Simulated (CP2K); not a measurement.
BP:

```
P B
1.0
     3.20885    0.00000    0.00000
     1.60443    2.77895    0.00000
     1.60443    0.92632    2.62002
P B
1 1
Direct
  0.75000 0.75000 0.75000
  0.00000 0.00000 0.00000
```

Base run:

* Program: CP2K 2026.2
* Functional: optB88-vdW
* Potentials or basis: POTENTIAL_UZH P GTH-PBE-q5, B GTH-PBE-q3; TZVP-MOLOPT-PBE-GTH basis
* Density cutoff: 9184 eV
* k mesh: 10 × 10 × 10
* Occupations: fermi-dirac, width 0.05 eV
* Spin: no spin polarisation

Its results: band gap on the k mesh 1.52 eV, indirect (least direct gap 3.56 eV); pressure 1.1 GPa.

Problem. The run is repeated on the same cell with these changes: functional from optB88-vdW to PBE. What comes out?

Solution. Band gap on the k mesh 1.37 eV, indirect (least direct gap 3.44 eV); pressure 0.3 GPa.

Caveats: the basis of atomic orbitals isn't converged, which shifts pressures, moduli and gaps; the potentials were made for another functional, which shifts forces and pressure (some runs).

A k mesh can miss the band edges.
